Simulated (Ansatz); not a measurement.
Co under changes of volume

One of the cells (10.640 Å³/atom); the others are scaled copies at fixed shape and fractional positions:

```
Co
1.0
     2.47200    0.00000    0.00000
    -1.23600    2.14081    0.00000
     0.00000    0.00000    4.02114
Co
2
Cartesian
  1.2360 0.7136 3.0159
  0.0000 1.4272 1.0053
```

```yaml
Program: Ansatz 0.2.0
Functional: PBEsol
Potentials_or_basis: all-electron LAPW, scalar-relativistic
Cutoff: 315 eV (chosen from the basis error)
Basis_error_allowed: 0.001 eV/atom
k_mesh: 12 × 12 × 7
Occupations: fermi-dirac, width 0.05 eV
Spin: collinear spin, ferromagnetic start
Starting_moments: "[2.0, 2.0] μB"
```

| volume (Å³/atom) | energy over the lowest point (meV/atom) | pressure (GPa) | moment (μB per cell) |
| --- | --- | --- | --- |
| 10.002 | ? | ? | ? |
| 10.215 | 1.15 | 3.4 | 3.09 |
| 10.427 | 0.00 | -1.4 | 3.15 |
| 10.640 | 4.87 | -5.8 | 3.20 |
| 10.853 | 15.31 | -9.8 | 3.24 |
| 11.066 | 30.73 | -13.3 | 3.28 |
| 11.279 | 50.58 | -16.5 | 3.31 |

Task: What does the run at 10.002 Å³/atom give?

Result: Energy over the lowest point 9.01 meV/atom; pressure 9.0 GPa; moment 3.03 μB per cell.

Worked out: A Birch-Murnaghan fit of order 3 (a polynomial in V^(-2/3)) to the other rows has its minimum at 10.36 Å³/atom with B0 = V·E''(V) = 231 GPa and B' = 4.1 at fixed shape and positions, which overstates the stiffness. It gives 9.11 meV/atom at 10.002 Å³/atom, against the run's 9.01, and -dE/dV = 8.7 GPa, against 9.0. A parabola through the other rows of the moment, of slope 0.318 μB per Å³/atom there, extrapolates to 3.03 μB, against the run's 3.03.

Energies are extrapolated to zero smearing.
